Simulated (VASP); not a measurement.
Write the native input for VASP 6.6.1 that does the following.

| Quantity | Value |
| --- | --- |
| Task | single point |
| Functional | PBEsol |
| Potentials or basis | VASP PAW PBE potentials, release 64 (Ga_d) |
| Cutoff | 520 eV |
| k mesh | 13 × 13 × 13 |
| Occupations | fermi-dirac, width 0.05 eV |
| Spin | no spin polarisation |
| Dipole correction | no |
| Further INCAR settings | ALGO = Fast; EDIFF = 1e-06; NBANDS = 12 |

The structure of Ga lies in POSCAR:

```
Ga
1.0
   -1.3843987196      1.3843987196      2.3112238365
    1.3843987196     -1.3843987196      2.3112238365
    1.3843987196      1.3843987196     -2.3112238365
Ga
1
Direct
    0.0000000000      0.0000000000      0.0000000000
```

This isn't the form of Ga at room conditions, which is orthorhombic.

The input as run:

INCAR

```
SYSTEM = Ga
PREC = Accurate
ENCUT = 520
EDIFF = 1E-6
ISMEAR = -1
SIGMA = 0.05
LREAL = .False.
LASPH = .True.
NELM = 100
ALGO = Fast
ISIF = 2
LWAVE = .False.
LCHARG = .False.
GGA = PS
NBANDS = 12
```

KPOINTS

```
regular mesh
0
Gamma
  13 13 13
  0 0 0
```

Potentials or basis: VASP PAW PBE potentials, release 64 (Ga_d).

The run is started by

```sh
$ cat potpaw_PBE.64/Ga_d/POTCAR > POTCAR
$ mpirun -np 1 vasp_std > vasp.out
```

It gave:

```yaml
Pressure: -0.2 GPa
Band_gap_on_the_k_mesh: none (metal or under the smearing width)
```

Caveat: the PAW data sets were made with another functional, which shifts forces and pressure a little.

It took 30 s on 1 thread of AMD EPYC 9R14 (Zen 4) (shared host), peak memory 0.13 GiB.
